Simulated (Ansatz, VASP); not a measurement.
Ni: VASP beside Ansatz

```
CELL_PARAMETERS angstrom
0.00000 1.77010 1.77010
1.77010 0.00000 1.77010
1.77010 1.77010 0.00000
ATOMIC_POSITIONS crystal
Ni 0.00000 0.00000 0.00000
```

Alike in both runs: task single point; functional PBE; k mesh 12 × 12 × 12; occupations fermi-dirac, width 0.05 eV; collinear spin.

|  | VASP | Ansatz |
| --- | --- | --- |
| version | VASP 6.6.1 | Ansatz 0.2.0 |
| potentials or method | VASP PAW PBE potentials, release 64 (Ni) | PAW, plane waves, scalar-relativistic |
| plane-wave cutoff (eV) | 520 | 420 |
| valence electrons in the cell | 10 | 18 |

Ansatz gave:

| Item | Value |
| --- | --- |
| pressure (GPa) | -3.1 |
| net moment per atom (μB) | 0.69 |
| size of the moment on the site where the two differ most (μB) | 0.73 |

Estimate VASP's values.

pressure (GPa): -3.1; net moment per atom (μB): 0.68; size of the moment on the site where the two differ most (μB): 0.69.

Site moments also hang on the region over which each program counts them. The two sets of potentials don't hold the same shells in valence.
